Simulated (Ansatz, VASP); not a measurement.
# One calculation of Y, two programs

```
Y
1.0
    -2.03294    2.03294    2.03294
     2.03294   -2.03294    2.03294
     2.03294    2.03294   -2.03294
Y
1
Cartesian
  0.0000 0.0000 0.0000
```

Alike in both runs: functional r2SCAN; k mesh 14 × 14 × 14; occupations gaussian, width 0.1 eV; no spin polarisation.

Ansatz relaxed the structure, and its values are those at the end. VASP's run is a single point on that final structure, the one shown.

|  | VASP | Ansatz |
| --- | --- | --- |
| version | VASP 6.6.1 | Ansatz 0.2.0 |
| potentials or method | VASP PAW PBE potentials, release 64 (Y_sv) | scalar-relativistic, plane waves, PAW |
| plane-wave cutoff (eV) | 520 | 500 |
| valence electrons in the cell | 11 | 11 |

Ansatz gave:

| Item | Value |
| --- | --- |
| gap on the k mesh at the Fermi level (eV) | none |
| pressure (GPa) | 0.0 |

Question: Which values does VASP return?

Answer: gap on the k mesh at the Fermi level (eV): none; pressure (GPa): 0.1.

A gap of «none» marks a metal or a gap that the smearing closes.

Caveats: the PAW data sets were made with another functional, which shifts forces and pressure a little (VASP).
